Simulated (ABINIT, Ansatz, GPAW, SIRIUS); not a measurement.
# One calculation of Sb, 4 ways

```xyz
2
Lattice="3.3545 0.0000 0.0000 -1.6773 2.9051 0.0000 0.0000 0.0000 5.4702" Properties=species:S:1:pos:R:3 pbc="T T T"
Sb    1.6773    0.9684    4.1026
Sb    0.0000    1.9367    1.3675
```

This isn't the form of Sb at room conditions, which is rhombohedral.

Alike in all runs: task single point; functional PBEsol; k mesh 9 × 9 × 5; occupations fermi-dirac, width 0.05 eV; no spin polarisation; no spin-orbit coupling. Pressure is positive in compression and, in plane waves, holds the error of the finite cutoff.

| program and potentials | plane-wave cutoff (eV) | notes | pressure (GPa) |
| --- | --- | --- | --- |
| Ansatz, all-electron LAPW, scalar-relativistic | - | - | -1.58 |
| ABINIT, PseudoDojo NC SR PBEsol v0.4.1 standard | 1088 | - | -1.61 |
| SIRIUS, PseudoDojo 0.4.1 PBEsol standard (scalar relativistic) | 1102 | - | -1.57 |
| GPAW, PAW data sets generated for this functional | 600 | - | -1.93 |

The pressure spans -1.93 (GPAW, PAW data sets generated for this functional) to -1.57 GPa (SIRIUS, PseudoDojo 0.4.1 PBEsol standard (scalar relativistic)), with all-electron results at -1.58.

The functional is the same throughout but for its coding, so the spread measures potentials, basis and numerics; runs on potential files found faulty are left out.
